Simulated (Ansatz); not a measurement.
# Bands, cutoff and cost in G0W0 for GaAs (honeycomb monolayer)

Wanted: a G0W0 gap for GaAs (honeycomb monolayer) that is converged in bands and cutoff, or an estimate of the limit.

Main program and level: Ansatz 0.2.0; G0W0 on PBE, plane waves, PAW; PAW set soft_1.

## 1. The starting structure

The cell holds 2 atoms: 1 Ga and 1 As. Its edges and angles: a = 4.043 Å, b = 4.043 Å, c = 24.400 Å, α = 90.0°, β = 90.0°, γ = 120.0°. Vacuum lies along c.

The structure was relaxed with PBE. The runs that relaxed it are not among those shown. The Coulomb interaction is cut off across the vacuum.

## 2. 110 empty bands, screening to 27 eV

Now the one-shot GW correction: screening in the RPA, then the self-energy of the levels asked for. This step takes PAW set soft_1 files.

The input, input.yaml:

```yaml
crystal:
  lattice:
    - [4.0434596899, 0.0, 0.0]
    - [-2.021729845, 3.5017388106, 0.0]
    - [0.0, 0.0, 24.4]
  atoms:
    - { symbol: Ga, position: [0.3333333333, 0.6666666667, 0.4880720305] }
    - { symbol: As, position: [0.6666666667, 0.3333333333, 0.5119279695] }
  periodic: [true, true, false]
kpoints:
  mp_grid: { grid: [6, 6, 1] }
hamiltonian:
  xc: pbe
  pseudopotentials: { kind: paw, azcp: { folder: soft_1 } }
scf:
  occupations: { method: fixed }
gw:
  n_empty_bands: 110
  ecut_chi: 27.0
  qp_bands: [v2, c2]
  qp_kpoints: band_edges
  screening: { model: contour_deformation }
```

On the command line:

```bash
> ansatz run input.yaml --threads 4 --pin off --max-ram 17510MiB --backend cpu --events-out ev --progress --plain --runs-dir out
```

Numbers of over 12 decimals in the logs are rounded to 6 here.

The log of the run:

```text
Engine: ansatz 0.2.0, aarch64-unknown-linux-gnu
Pseudopotentials: kind: paw
Pseudopotential: Ga, paw, valence charge 13, recommended cutoff 420 eV (normal), soft_1/Ga.paw.azcp
Pseudopotential: As, paw, valence charge 15, recommended cutoff 420 eV (normal), soft_1/As.paw.azcp
Functional definition: PBE
  parameter kappa = 0.804
  parameter beta = 0.066725
  exchange = pbe_x(kappa = kappa, mu = beta*pi^2/3)
  correlation = pbe_c(beta = beta)
Crystal: 2 atoms, lattice volume = 345.483 Å³
Basis set: ecut = 420 eV, 6789 PW (Γ)
Bands: 18, of which v1, the nominal top of the filled ones, is band 14 counted from 1 (13 counted from 0)
Symmetry: 6 space group operations
Space group: P3m1 (ITA 156), of the structure as read, at distance tolerance 7.0e-5 Å
k-points: 7 of 36 (time reversal used)
Non-local potential: Ga, projectors of the file, l = 0: 2, l = 1: 2, l = 2: 3, l = 3: 1
Non-local potential: As, projectors of the file, l = 0: 2, l = 1: 2, l = 2: 3, l = 3: 1
PAW form: soft (Blöchl's): semilocal exchange-correlation on the pseudo side does not see the compensation charge
PAW one-centre angular grid: Ga, 590 points (default); XC on 64 Gauss nodes
PAW one-centre angular grid: As, 590 points (default); XC on 64 Gauss nodes
Initial density: superposition of atomic densities (neutral atoms: chi_scale 0, normalization atom)
Initial wavefunctions: pseudopotential atomic-orbital guess
Functional: x = pbe(κ = 0.804, μ = 0.219515), c = pbe(β = 0.066725)
SCF iter   1: F=—  HF=-8639.341143 eV  |F-HF|=—  |Δ(HF+E_count)|=         —  Δρ=1.44e-2  dr2=1.22e0  ethr=3.10e-3  ⟨swp⟩=5.7  Hψ=611  notcnv=0  defer=12
preconditioner: auto → Resta (q_TF=auto, 1.795 Å⁻¹)  ε∞=1.4  [insulator: Δε(μ)=1.229 eV  Ē_g=14.257 eV  n_scr=18 (ndim 8)  ℏωp=8.5 eV  f_vac=0.789  ε∞_Penn≈1.4  vacuum switching on, ρ_ref=1.5e-2 e/Å³]
SCF iter   2: F=—  HF=-8639.138895 eV  |F-HF|=—  |Δ(HF+E_count)|=   2.02e-1  Δρ=7.62e-3  dr2=4.97e-1  ethr=3.10e-3  ⟨swp⟩=4.6  Hψ=306  notcnv=0  defer=13
SCF iter   3: F=—  HF=-8639.068469 eV  |F-HF|=—  |Δ(HF+E_count)|=   7.04e-2  Δρ=4.46e-3  dr2=1.23e-1  ethr=1.78e-3  ⟨swp⟩=4.1  Hψ=221  notcnv=0  defer=14
SCF iter   4: F=—  HF=-8639.053839 eV  |F-HF|=—  |Δ(HF+E_count)|=   1.46e-2  Δρ=1.99e-3  dr2=1.80e-2  ethr=4.39e-4  ⟨swp⟩=2.9  Hψ=223  notcnv=0  defer=14
SCF iter   5: F=—  HF=-8639.050164 eV  |F-HF|=—  |Δ(HF+E_count)|=   3.68e-3  Δρ=6.01e-4  dr2=1.09e-3  ethr=6.42e-5  ⟨swp⟩=3.0  Hψ=215  notcnv=0  defer=14
SCF iter   6: F=—  HF=-8639.050264 eV  |F-HF|=—  |Δ(HF+E_count)|=   1.00e-4  Δρ=1.14e-4  dr2=2.58e-5  ethr=3.91e-6  ⟨swp⟩=2.9  Hψ=251  notcnv=0  defer=14
SCF iter   7: F=—  HF=-8639.050279 eV  |F-HF|=—  |Δ(HF+E_count)|=   1.49e-5  Δρ=4.44e-5  dr2=3.80e-6  ethr=9.23e-8  ⟨swp⟩=2.7  Hψ=249  notcnv=0  defer=14
SCF iter   8: F=—  HF=-8639.050282 eV  |F-HF|=—  |Δ(HF+E_count)|=   3.24e-6  Δρ=6.65e-6  dr2=1.42e-7  ethr=1.36e-8  ⟨swp⟩=2.9  Hψ=200  notcnv=0  defer=14
SCF iter   9: F=-8639.050282 eV  HF=-8639.050282 eV  |F-HF|=9.06e-9  |Δ(HF+E_count)|=   5.17e-8  Δρ=1.64e-6  dr2=1.10e-8  ethr=3.57e-10  ⟨swp⟩=12.1  Hψ=720  notcnv=0
SCF 1 converged in 9 iterations: F = -8639.050282 eV  dr2 = 1.10e-8
  greatest PAW one-centre occupation: 0.999 electrons in one spin orbital (limit 2), on the As atom at site 1 (counted from 0), in its partial waves of l = 2
NSCF: frozen V_eff on 7 k-points
G₀W₀ screening: q 1/7
[... further progress lines ...]
SCF converged after 9 iterations
Free energy (F): -8639.050282 eV
Harris-Foulkes:  -8639.050282 eV  (|F-HF|=9.06e-9)
Internal energy: -8639.050282 eV  (E = F + TS)
E sigma→0 (E₀):  -8639.050282 eV
Fermi energy:    -5.178384 eV
--- Per-component energies (eV) ---
  E_band       = -668.095672
  E_kinetic    = 207.257217
  E_local      = -30884.697974  (includes V_loc(G=0)·N_el)
  E_nonlocal   = -487.876004
  E_hartree    = 15569.972445
  E_xc         = -132.546282
  E_vxc        = -127.920808  (∫ρ·V_xc dr)
  E_paw        = -4002.442808  (= ΣΔE_a)
  E_vpaw       = -514.801025  (= ΣTr[D̂ρ^β])
  E_aug_tail   = -0.000215  (compensation charges beyond the density's cutoff)
  E_ewald      = 11091.283338
  E_smearing   = -0.000000  (= −TS)
  E_closure    = -0.000000  (closes the sum)
  Σ components = -8639.050282   (vs F -8639.050282, Δ=0.00e0)
--- Band table (eV; the first three rows and the last of 7) ---
  k-point 0: bands = [... 10 lower, -16.2669, -7.6551, -5.2972, -5.2972, -4.0555, -1.7758 (-1.7758°), -0.2220, -0.1556]
  k-point 1: bands = [... 10 lower, -16.0136, -8.1128, -6.6628, -5.7498, -2.6767, -1.5716 (-1.5716°), -0.2182, 0.1213]
  k-point 2: bands = [... 10 lower, -15.3526, -10.0414, -6.4218, -6.2425, -2.9235, -1.9825, 0.2694, 1.1022]
  k-point 6: bands = [... 10 lower, -14.6042, -11.0865, -8.2996, -5.1784, -3.3600, 0.2690, 1.3041, 1.9688]
  ° read free of the cell's end (the report's vacuum.weakly_bound_levels)
--- G₀W₀: contour deformation, 6 samples at zero and on the imaginary axis and 3 off it, 36 q-points, 110 empty bands' worth ---
  eigenvalues of the whole cell's RPA ε∞ on this k-mesh (on a slab, of 1 + 4πα/V) = 1.1214, 4.9435, 4.9435; static W/v taken at q = 0 is 0.446078
  bands read: the sum over 124 bands ends inside a degenerate multiplet in 1 slot, whose members it reads at an even weight; the widest, k=0: bands 124 to 125 (counted from 1) at 1/2 each
  gw.qp_kpoints: band_edges: 6 of 7 stored k-points solved, in 1 pass; an edge of the gap read off the rows below is read off those points alone
    valence top: of the k-points left out ik 4 came nearest to being solved in a further pass, in band 14 (counted from 1, as in the quasiparticle table): it holds the edge there only if its correction is more favourable than any solved in that band by at least 1.096 eV; those differ by 0.211 eV
    conduction bottom: of the k-points left out ik 4 came nearest to being solved in a further pass, in band 15 (counted from 1, as in the quasiparticle table): it holds the edge there only if its correction is more favourable than any solved in that band by at least 1.528 eV; those differ by 0.295 eV
    ik  band        ε_KS         Σx   Σc(E_QP)       V_xc       Z   E_QP_lin       E_QP  E_QP is
     0    13     -5.2972   -16.6682     1.7290   -14.8961  0.6888    -5.3404    -5.3402  root
     0    14     -5.2972   -16.6682     1.7290   -14.8961  0.6888    -5.3404    -5.3402  root
     0    15     -4.0555   -10.4245    -2.8218   -14.0950  0.7027    -3.1134    -3.2069  root
     0    16     -1.7758    -3.4024    -2.5273    -6.2099  0.7205    -1.4891    -1.4957  root
     1    13     -6.6628   -14.0434     2.1832   -11.6039  0.6370    -6.9216    -6.9191  root
     1    14     -5.7498   -16.3184     1.8490   -14.3928  0.6818    -5.8268    -5.8264  root
     1    15     -2.6767    -9.4208    -3.0590   -13.2427  0.6845    -1.8454    -1.9138  root
     1    16     -1.5716    -4.6347    -2.8641    -7.9063  0.6991    -1.1468    -1.1641  root
     2    13     -6.4218   -16.0325     2.1123   -13.8047  0.6691    -6.5382    -6.5373  root
     2    14     -6.2425   -13.4529     2.0001   -11.1993  0.6444    -6.5016    -6.4960  root
     2    15     -2.9235    -8.4961    -3.0755   -12.2517  0.6852    -2.1953    -2.2433  root
     2    16     -1.9825    -6.2483    -3.3142   -10.0703  0.6751    -1.4470    -1.4747  root
     3    13     -6.6929   -15.9464     2.2268   -13.5945  0.6624    -6.8190    -6.8180  root
     3    14     -5.6807   -13.7718     1.7154   -11.8731  0.6609    -5.8666    -5.8641  root
     3    15     -3.4230    -7.8984    -2.7996   -11.2852  0.6873    -2.8046    -2.8359  root
     3    16     -2.4828    -6.6541    -3.2703   -10.4457  0.6956    -1.9360    -1.9614  root
     5    13     -7.5536   -15.3537     2.4674   -12.7088  0.6360    -7.7341    -7.7311  root
     5    14     -5.6212   -13.6576     1.6999   -11.7505  0.6621    -5.8316    -5.8283  root
     5    15     -3.0439    -7.2984    -2.9478   -10.8235  0.6784    -2.4349    -2.4666  root
     5    16     -1.0023    -7.7694    -3.6533   -12.0757  0.6665    -0.3039    -0.3492  root
     6    13     -8.2996   -15.1014     2.8490   -12.0496  0.6087    -8.5067    -8.5023  root
     6    14     -5.1784   -14.1140     1.5853   -12.3656  0.6695    -5.3434    -5.3415  root
     6    15     -3.3600    -6.7682    -2.9427   -10.2643  0.6834    -2.7790    -2.8065  root
     6    16      0.2690    -3.8286    -3.2965    -7.3596  0.7082     0.5067     0.5035  root
```

The job ended after 21 s (4 threads of Arm Neoverse V1, shared host; peak memory 1.1 GiB).

This step gave:

```
bands summed                                 : 124
plane waves in the screening matrix          : 111
q-points in the mesh                         : 36
G0W0 gap on the mesh                         : 2.133 eV
k of the valence top                         : 0, 0, 0
k of the conduction bottom                   : 0, 0, 0
starting gap on the mesh                     : 1.123 eV
Z at the valence top                         : 0.6888
Z at the conduction bottom                   : 0.7027
least direct G0W0 gap on the computed points : 2.133 eV
```

The gap on the mesh goes from 1.12 eV to 2.13 eV, a correction of +1.01 eV, though a band edge has moved to another state.

## 3. 311 empty bands, screening to 54 eV

Another rung: the empty bands reach about as high as the screening cutoff, so the two stay in balance.

Edit input.yaml of step 2 so:

```diff
@@ -17,4 +17,4 @@
 gw:
-  n_empty_bands: 110
-  ecut_chi: 27.0
+  n_empty_bands: 311
+  ecut_chi: 54.0
   qp_bands: [v2, c2]
```

The log of the run:

```text
[...]
Crystal: 2 atoms, lattice volume = 345.483 Å³
Basis set: ecut = 420 eV, 6789 PW (Γ)
Bands: 18, of which v1, the nominal top of the filled ones, is band 14 counted from 1 (13 counted from 0)
Symmetry: 6 space group operations
[...]
k-points: 7 of 36 (time reversal used)
[...]
SCF iter   1: F=—  HF=-8639.341143 eV  |F-HF|=—  |Δ(HF+E_count)|=         —  Δρ=1.44e-2  dr2=1.22e0  ethr=3.10e-3  ⟨swp⟩=5.7  Hψ=611  notcnv=0  defer=12
[...]
SCF iter   9: F=-8639.050282 eV  HF=-8639.050282 eV  |F-HF|=9.06e-9  |Δ(HF+E_count)|=   5.17e-8  Δρ=1.64e-6  dr2=1.10e-8  ethr=3.57e-10  ⟨swp⟩=12.1  Hψ=720  notcnv=0
SCF 1 converged in 9 iterations: F = -8639.050282 eV  dr2 = 1.10e-8
[...]
NSCF: frozen V_eff on 7 k-points
G₀W₀ screening: q 1/7
[... further progress lines ...]
SCF converged after 9 iterations
Free energy (F): -8639.050282 eV
[...]
Internal energy: -8639.050282 eV  (E = F + TS)
E sigma→0 (E₀):  -8639.050282 eV
Fermi energy:    -5.178384 eV
[...]
--- Band table (eV; the first three rows and the last of 7) ---
  k-point 0: bands = [... 10 lower, -16.2669, -7.6551, -5.2972, -5.2972, -4.0555, -1.7758 (-1.7758°), -0.2220, -0.1556]
  k-point 1: bands = [... 10 lower, -16.0136, -8.1128, -6.6628, -5.7498, -2.6767, -1.5716 (-1.5716°), -0.2182, 0.1213]
  k-point 2: bands = [... 10 lower, -15.3526, -10.0414, -6.4218, -6.2425, -2.9235, -1.9825, 0.2694, 1.1022]
  k-point 6: bands = [... 10 lower, -14.6042, -11.0865, -8.2996, -5.1784, -3.3600, 0.2690, 1.3041, 1.9688]
  ° read free of the cell's end (the report's vacuum.weakly_bound_levels)
[...]
0    13     -5.2972   -16.6682     1.4105   -14.8961  0.6838    -5.6687    -5.6588  root
     0    14     -5.2972   -16.6682     1.4105   -14.8961  0.6838    -5.6687    -5.6588  root
     0    15     -4.0555   -10.4245    -3.0300   -14.0950  0.6969    -3.3777    -3.4151  root
     0    16     -1.7758    -3.4024    -2.6285    -6.2099  0.7204    -1.5944    -1.5969  root
     1    13     -6.6628   -14.0434     1.9828   -11.6039  0.6324    -7.1380    -7.1195  root
     1    14     -5.7498   -16.3184     1.5440   -14.3928  0.6773    -6.1428    -6.1314  root
     1    15     -2.6767    -9.4208    -3.2827   -13.2427  0.6791    -2.1101    -2.1374  root
     1    16     -1.5716    -4.6347    -3.0106    -7.9063  0.6986    -1.3046    -1.3108  root
[...]
6    13     -8.2996   -15.1014     2.6388   -12.0496  0.6166    -8.7367    -8.7126  root
     6    14     -5.1784   -14.1140     1.3447   -12.3656  0.6632    -5.5952    -5.5821  root
     6    15     -3.3600    -6.7682    -3.1553   -10.2643  0.6795    -3.0103    -3.0191  root
     6    16      0.2690    -3.8286    -3.4141    -7.3596  0.6940     0.3867     0.3859  root
```

Wall time 1.7 min (4 threads); peak memory 2.9 GiB; 6.7 min of CPU time.

This step gave:

* bands summed: 325
* plane waves in the screening matrix: 335
* q-points in the mesh: 36
* G0W0 gap on the mesh: 2.167 eV
* k of the valence top: 0.3333, 0.3333, 0
* k of the conduction bottom: 0, 0, 0
* starting gap on the mesh: 1.123 eV
* Z at the valence top: 0.6632
* Z at the conduction bottom: 0.6969
* least direct G0W0 gap on the computed points: 2.244 eV

Against the run with 6×6×1 mesh, 110 empty bands, screening to 27 eV, PAW set soft_1 files, the gap moves by +0.03 eV.

## 4. 669 empty bands, screening to 90 eV

Edit input.yaml of step 3 so:

```diff
@@ -16,5 +16,6 @@
   occupations: { method: fixed }
+  convergence: { dr2_threshold: 1.0e-10 }
 gw:
-  n_empty_bands: 311
-  ecut_chi: 54.0
+  n_empty_bands: 669
+  ecut_chi: 90.0
   qp_bands: [v2, c2]
```

The log of the run:

```text
[...]
Crystal: 2 atoms, lattice volume = 345.483 Å³
Basis set: ecut = 420 eV, 6789 PW (Γ)
Bands: 18, of which v1, the nominal top of the filled ones, is band 14 counted from 1 (13 counted from 0)
Symmetry: 6 space group operations
[...]
k-points: 7 of 36 (time reversal used)
[...]
1    16     -1.5716    -4.6347    -3.1041    -7.9062  0.6979    -1.4021    -1.4042  root
[...]
6    13     -8.2995   -15.1015     2.5070   -12.0496  0.6143    -8.8852    -8.8444  root
     6    14     -5.1784   -14.1140     1.1870   -12.3656  0.6613    -5.7683    -5.7398  root
     6    15     -3.3599    -6.7682    -3.2794   -10.2643  0.6792    -3.1398    -3.1432  root
     6    16      0.2691    -3.8286    -3.4634    -7.3596  0.6948     0.3370     0.3366  root
[key lines of the parts left out:]
SCF converged after 12 iterations
Free energy (F): -8639.050282 eV
Fermi energy:    -5.178375 eV
```

Run time: 9.1 min. Hardware: 4 threads; peak memory 8 GiB; 35 min of CPU time.

Numbers from this step:

| Property | Result |
| --- | --- |
| bands summed | 683 |
| plane waves in the screening matrix | 679 |
| G0W0 gap on the mesh | 2.132 eV |
| k of the valence top | 0.3333, 0.3333, 0 |
| k of the conduction bottom | 0, 0, 0 |
| starting gap on the mesh | 1.123 eV |
| least direct G0W0 gap on the computed points | 2.258 eV |

Against the run with 6×6×1 mesh, 311 empty bands, screening to 54 eV, PAW set soft_1 files, the gap moves by −0.04 eV.

## 5. Changing the k mesh: 3×3×1 mesh, 311 empty bands, screening to 54 eV, PAW set soft_1 files

Only the mesh changes. It samples the long-range screening, which converges on its own terms. Bands and cutoff differ from the step before, so it is read against an earlier run that matches them.

input.yaml, the sections that differ from step 4:

```yaml
kpoints:
  mp_grid: { grid: [3, 3, 1] }
scf:
  occupations: { method: fixed }
gw:
  n_empty_bands: 311
  ecut_chi: 54.0
  qp_bands: [v2, c2]
  qp_kpoints: band_edges
  screening: { model: contour_deformation }
# crystal, hamiltonian: as in step 4
```

The log of the run:

```text
[...]
Crystal: 2 atoms, lattice volume = 345.483 Å³
Basis set: ecut = 420 eV, 6789 PW (Γ)
Bands: 18, of which v1, the nominal top of the filled ones, is band 14 counted from 1 (13 counted from 0)
Symmetry: 6 space group operations
[...]
k-points: 3 of 9 (time reversal used)
[...]
1    15     -2.8606    -8.2225    -3.7270   -12.2105  0.6642    -2.5956    -2.5996  root
     1    16     -1.9402    -6.1410    -3.8037   -10.0462  0.6540    -1.8374    -1.8388  root
     2    13     -8.2226   -14.9900     2.7664   -12.0267  0.5833    -8.4239    -8.4194  root ?
     2    14     -5.1006   -14.2561     1.7096   -12.3359  0.6532    -5.3142    -5.3113  root
     2    15     -3.3237    -6.5500    -3.5251   -10.2263  0.6713    -3.1711    -3.1725  root
     2    16      0.3054    -3.8005    -3.6255    -7.3068  0.6932     0.1864     0.1862  root
[key lines of the parts left out:]
SCF converged after 9 iterations
Free energy (F): -8638.737689 eV
Fermi energy:    -5.100639 eV
```

Run time: 27 s. Hardware: 4 threads; peak memory 2.1 GiB.

This step gave:

| Property | Result |
| --- | --- |
| bands summed | 325 |
| plane waves in the screening matrix | 335 |
| G0W0 gap on the mesh | 1.805 eV |
| k of the valence top | 0.3333, 0.3333, 0 |
| k of the conduction bottom | 0, 0, 0 |
| starting gap on the mesh | 1.097 eV |
| least direct G0W0 gap on the computed points | 1.898 eV |

Against the run with 6×6×1 mesh, 311 empty bands, screening to 54 eV, PAW set soft_1 files, the gap moves by −0.36 eV, while the start moved by −0.03 eV.

## 6. Side by side

Times are wall times on 4 threads of Arm Neoverse V1, shared host, good to a factor of about two.

```csv
mesh,files,frequency,bands summed,cutoff (eV),start (eV),G0W0 (eV),time,host memory (GiB)
6×6×1,PAW set soft_1,contour deformation,124,27,1.123,2.133,21 s,1.1
6×6×1,PAW set soft_1,contour deformation,325,54,1.123,2.167,1.7 min,2.9
6×6×1,PAW set soft_1,contour deformation,683,90,1.123,2.132,9.1 min,8.0
3×3×1,PAW set soft_1,contour deformation,325,54,1.097,1.805,27 s,2.1
```

How the two edges are built up, in eV (the quasiparticle level is the starting level plus Σx plus Σc less Vxc):

```csv
run,edge,start,Σx,Σc,Vxc,Z,QP
124 bands,valence top,-5.30,-16.67,1.73,-14.90,0.69,-5.34
124 bands,conduction bottom,-4.06,-10.42,-2.82,-14.10,0.70,-3.21
325 bands,valence top,-5.18,-14.11,1.34,-12.37,0.66,-5.58
325 bands,conduction bottom,-4.06,-10.42,-3.03,-14.10,0.70,-3.42
683 bands,valence top,-5.18,-14.11,1.19,-12.37,0.66,-5.74
683 bands,conduction bottom,-4.06,-10.42,-3.22,-14.10,0.70,-3.61
```

 Where G0W0 reorders the edges (124 bands), the two states listed lie further apart at the start than the starting gap.

## 7. Outcome

```yaml
124_bands_27_ev: 2.133 eV
325_bands_54_ev: 2.167 eV
683_bands_90_ev: 2.132 eV
mesh_and_start: 6×6×1, PBE
```

In words: From 124 to 683 bands the gap moves by −0.001 eV while the time grows 26-fold. The gap turns back along the series, so no limit is drawn from it. On the 3×3×1 mesh in place of 6×6×1 the gap differs by −0.36 eV, of which −0.03 eV is already in the start. The mesh in the plane is coarse for a sheet; gap and any exciton binding can still move on denser ones. The many-body steps are scalar-relativistic: spin-orbit coupling is not in them.

[Paths, hosts, dates, memory and timing lines, banners, echoed tables and standing remarks are left out of the program output.]

[Logs are printed without paths, hosts, clocks, repeated set-up lines and the standing remarks that a program may print on its own settings, such as how far it seeks lower states.]

[Runs of the session that timed out or met a known fault of the program may be left out.]

[Cells called generated may have been cut or substituted from an entry of the Crystallography Open Database or the Materials Project.]

[Hosts, paths, dates, database ids (printed as entryN), source tags and the programs' standing remarks are cut or masked in the printed files.]
